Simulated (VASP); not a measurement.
Wanted: the native input for a VASP 6.6.1 run.

```yaml
Task: single point
Functional: PBE
Potentials_or_basis: VASP PAW PBE potentials, release 64 (Cr_pv)
Cutoff: 520 eV
k_mesh: 8 × 8 × 8
Occupations: gaussian, width 0.1 eV
Spin: collinear spin, typed start
Starting_moments: "[3.0] μB"
Dipole_correction: no
Further_INCAR_settings: ALGO = Fast; EDIFF = 1e-06; NBANDS = 16
```

The structure of Cr lies in POSCAR:

```
Cr
1.0
    2.3928153992      0.0000000000      0.0000000000
    0.0000000000      2.3928153992      0.0000000000
    0.0000000000      0.0000000000      2.3928153992
Cr
1
Direct
    0.0000000000      0.0000000000      0.0000000000
```

The cell was built by a generator and needn't be a form met in nature.

The input as run:

INCAR

```
PREC = Accurate
ENCUT = 520
EDIFF = 1E-6
ISMEAR = 0
SIGMA = 0.1
LREAL = F
LASPH = T
NELM = 150
ALGO = Fast
ISIF = 2
LWAVE = F
LCHARG = F
ISPIN = 2
MAGMOM = 3
LORBIT = 11
LMAXMIX = 4
GGA = PE
NBANDS = 16
```

KPOINTS

```
Automatic mesh
0
Gamma
  8 8 8
```

Potentials or basis: VASP PAW PBE potentials, release 64 (Cr_pv).

Launch:

```sh
$ cat potpaw_PBE.64/Cr_pv/POTCAR > POTCAR
$ mpirun -np 1 vasp_std > vasp.out
```

Results of the run:

```
Pressure                                              : -9.9 GPa
Band gap on the k mesh                                : none (metal or under the smearing width)
Net moment                                            : 0.10 μB per cell
Site moments                                          : Cr +0.09 μB
Valence electrons inside the program's atomic spheres : Cr 10.96
```

It took 27 s on 1 thread of AMD EPYC 7R43 64-Core Processor (Zen 3), with other jobs on the host, peak memory 0.09 GiB.
